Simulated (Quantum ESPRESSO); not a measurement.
Ge:

```
Ge
1.0
     3.99759    0.00000    0.00000
    -1.99879    3.46201    0.00000
     0.00000    0.00000    6.59938
Ge
4
Direct
  0.33333 0.66667 0.93710
  0.66667 0.33333 0.43710
  0.33333 0.66667 0.56290
  0.66667 0.33333 0.06290
```

This isn't the form of Ge at room conditions, which is diamond.

Program: Quantum ESPRESSO 7.5. Alike in all runs: no spin polarisation; cell as given; k mesh 8 × 8 × 4; smearing fermi-dirac 0.05 eV. Hardware: 2 MPI ranks on Arm Neoverse V2, with other jobs on the host.

**Question.** Order these runs on this cell by their wall time, lowest first.
A. task band structure; level PBEsol; potentials or basis PseudoDojo 0.4.1 SR PBEsol standard; cutoff (eV) 1061
B. task single point; level PBEsol; potentials or basis GBRV 1.5 PBEsol; cutoff (eV) 612
C. task band structure; level LDA; potentials or basis GBRV 1.5 LDA; cutoff (eV) 612; form of the LDA correlation PZ81

**Answer.** B (34 s), C (87 s), A (220 s).

Not every run made on this cell is shown here.
